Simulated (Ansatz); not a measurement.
TiTe2:

```
CELL_PARAMETERS angstrom
3.77700 0.00000 0.00000
-1.88850 3.27098 0.00000
0.00000 0.00000 6.49800
ATOMIC_POSITIONS crystal
Te 0.33333 0.66667 0.73720
Te 0.66667 0.33333 0.26280
Ti 0.00000 0.00000 0.00000
```

Base run:

| Property | Result |
| --- | --- |
| Program | Ansatz 0.2.0 |
| Functional | PBEsol |
| Potentials or basis | Ansatz PAW |
| Cutoff | 420 eV (not typed: the program's choice for these potentials) |
| k mesh | 8 × 8 × 4 |
| Occupations | fermi-dirac, width 0.05 eV |
| Spin | no spin polarisation |
| Hubbard terms | Ti d U = 1 eV |

Its results: band gap on the k mesh none (metal or under the smearing width); pressure -1.6 GPa; largest force 0.115 eV/Å.

Task: After a change of settings the same cell gave: band gap on the k mesh none (metal or under the smearing width); pressure 0.1 GPa; largest force 0.078 eV/Å. Which change was it?
A. hubbard terms from Ti d U = 1 eV to Ti d U = 3 eV
B. hubbard terms from Ti d U = 1 eV to Ti d U = 2 eV
C. hubbard terms from Ti d U = 1 eV to none; hubbard projectors from ortho-atomic (the default) to none

Result: A.

Caveats: this functional lacks dispersion, which binds the layers, so the pressure and a relaxed spacing across them are unreliable; U without spin polarisation on a metal has little footing; the PAW data sets come from PBE, with cores solved anew for the run's functional, which leaves a small shift of forces and pressure; the U is typed as a test and isn't derived for this compound.
